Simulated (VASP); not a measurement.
MgF2 (Sellaite), 6 atoms in the cell. It takes space group P4_2/mnm (No. 136, tetragonal). The conventional cell has a = 4.624 Å, b = 4.624 Å, c = 3.052 Å, α = 90.00°, β = 90.00°, γ = 90.00°. Around Mg (site symmetry mmm) lie 6 F at 1.98 to 2.00 Å. Around F (site symmetry m2m) lie 3 Mg at 1.98 to 2.00 Å. 

| Quantity | Value |
| --- | --- |
| Program | VASP 6.6.1 |
| Task | relaxation of cell and atoms |
| Functional | PBEsol |
| Potentials or basis | VASP PAW PBE potentials, release 64 (Mg, F) |
| Cutoff | 600 eV |
| k mesh | 6 × 6 × 10 |
| Occupations | gaussian, width 0.03 eV |
| Spin | no spin polarisation |
| Further INCAR settings | ALGO = Normal; EDIFF = 1e-07; IBRION = 2; EDIFFG = -0.005; NSW = 90; ISIF = 3 |

Potentials or basis: VASP PAW PBE potentials, release 64 (Mg, F).

The run is started by

```bash
$ cat potpaw_PBE.64/Mg/POTCAR potpaw_PBE.64/F/POTCAR > POTCAR
$ mpirun -np 2 vasp_std > vasp.out
```

Hardware: 2 MPI ranks on Intel(R) Xeon(R) Platinum 8488C (Sapphire Rapids), on a shared host.

Estimate the wall time of this run.

Wall time 40 s on 2 MPI ranks on Intel(R) Xeon(R) Platinum 8488C (Sapphire Rapids) (shared host), peak memory 0.23 GiB a rank. Counts: scf iterations 18, k points 60, ion steps 2.
